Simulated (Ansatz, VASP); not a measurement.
One calculation of Ge, two programs

Contents of INCAR:

```
SYSTEM = Ge
ALGO     = Normal         ! electronic algorithm
EDIFF    = 1E-6           ! SCF threshold, eV
ENCUT    = 520            ! plane-wave cutoff, eV
GGA      = PS             ! functional
ISIF     = 2              ! what is computed and relaxed
ISMEAR   = 0              ! smearing method
LASPH    = .True.         ! aspherical terms in the spheres
LCHARG   = .True.         ! write CHGCAR
LELF     = .True.         ! ELF
LREAL    = .False.        ! projectors in reciprocal space
LVHAR    = .True.       
LWAVE    = .False.        ! write WAVECAR
NBANDS   = 21             ! bands
NELM     = 100            ! most SCF steps
PREC     = Accurate       ! precision mode
SIGMA    = 0.01           ! smearing width, eV
```

KPOINTS

```
k-points
0
Gamma
  12 12 12
  0 0 0
```

File POSCAR:

```
Ge
1.0
    0.0000000000      2.8094867369      2.8094867369
    2.8094867369      0.0000000000      2.8094867369
    2.8094867369      2.8094867369      0.0000000000
Ge
2
Direct
    0.0000000000      0.0000000000      0.0000000000
    0.2500000000      0.2500000000      0.2500000000
```

Input for Ansatz:

```yaml
crystal:
  lattice:
    - [0.0, 2.8094867369, 2.8094867369]
    - [2.8094867369, 0.0, 2.8094867369]
    - [2.8094867369, 2.8094867369, 0.0]
  atoms:
    - { symbol: Ge, position: [0.0, 0.0, 0.0] }
    - { symbol: Ge, position: [0.25, 0.25, 0.25] }
basis:
  ecutwfc: 420
kpoints:
  mp_grid: { grid: [12, 12, 12] }
  band_path:
    path:
      - [0.0, 0.0, 0.0]
      - [0.0, 0.0, 0.0]
      - [0.0, 0.0, 0.0]
      - [0.0, 0.0, 0.0]
      - [0.0, 0.0, 0.0]
      - [0.0, 0.0, 0.0]
      - [0.0, 0.0, 0.0]
      - [0.0, 0.0, 0.0]
      - [0.0, 0.0, 0.0]
      - [0.0, 0.0, 0.0]
      - [0.0, 0.0, 0.0]
      - [0.0, 0.0, 0.0]
      - [0.0, 0.0, 0.0]
      - [0.0, 0.0, 0.0]
      - [0.0, 0.0, 0.0]
      - [0.0, 0.0, 0.0]
      - [0.0, 0.0, 0.0]
      - [0.0, 0.0, 0.0]
      - [0.0, 0.0, 0.0]
      - [0.0, 0.0, 0.0]
      - [0.0, 0.0, 0.0]
      - [0.0, 0.0, 0.0]
      - [0.0, 0.0, 0.0]
      - [0.0, 0.0, 0.0]
      - [0.0, 0.0, 0.0]
      - [0.0, 0.0, 0.0]
      - [0.3, 0.3, 0.0]
      - [0.3166666667, 0.3166666667, 0.0]
      - [0.3333333333, 0.3333333333, 0.0]
      - [0.35, 0.35, 0.0]
      - [0.3666666667, 0.3666666667, 0.0]
      - [0.3833333333, 0.3833333333, 0.0]
      - [0.4, 0.4, 0.0]
      - [0.4166666667, 0.4166666667, 0.0]
      - [0.4333333333, 0.4333333333, 0.0]
      - [0.45, 0.45, 0.0]
      - [0.4666666667, 0.4666666667, 0.0]
      - [0.4833333333, 0.4833333333, 0.0]
      - [0.5, 0.5, 0.0]
      - [0.5, 0.5, 0.5]
      - [0.5, 0.5, 0.5]
      - [0.5, 0.5, 0.5]
      - [0.5, 0.5, 0.5]
      - [0.5, 0.5, 0.5]
      - [0.5, 0.5, 0.5]
      - [0.5, 0.5, 0.5]
      - [0.5, 0.5, 0.5]
      - [0.5, 0.5, 0.5]
      - [0.5, 0.5, 0.5]
      - [0.5, 0.5, 0.5]
      - [0.5, 0.5, 0.5]
      - [0.5, 0.5, 0.5]
    npoints: 1
hamiltonian:
  xc: pbesol
  pseudopotentials: { kind: paw }
scf:
  occupations: { method: gaussian, width: 0.01 }
  n_extra_bands: 5
output:
  eigenvalues: true
```

Alike in both runs: task single point; functional PBEsol; k mesh 12 × 12 × 12; occupations gaussian, width 0.01 eV; no spin polarisation.

```csv
,VASP,Ansatz
version,VASP 6.6.1,Ansatz 0.2.0
potentials or method,"VASP PAW PBE potentials, release 64 (Ge_d)","scalar-relativistic, plane waves, PAW"
plane-wave cutoff (eV),520,420
valence electrons in the cell,28,28
```

Ansatz gave:

- gap on the k mesh at the Fermi level (eV): 0.17
- least direct gap on the mesh (eV): 0.17

Question: Which values does VASP return?

Answer: gap on the k mesh at the Fermi level (eV): 0.18; least direct gap on the mesh (eV): 0.18.
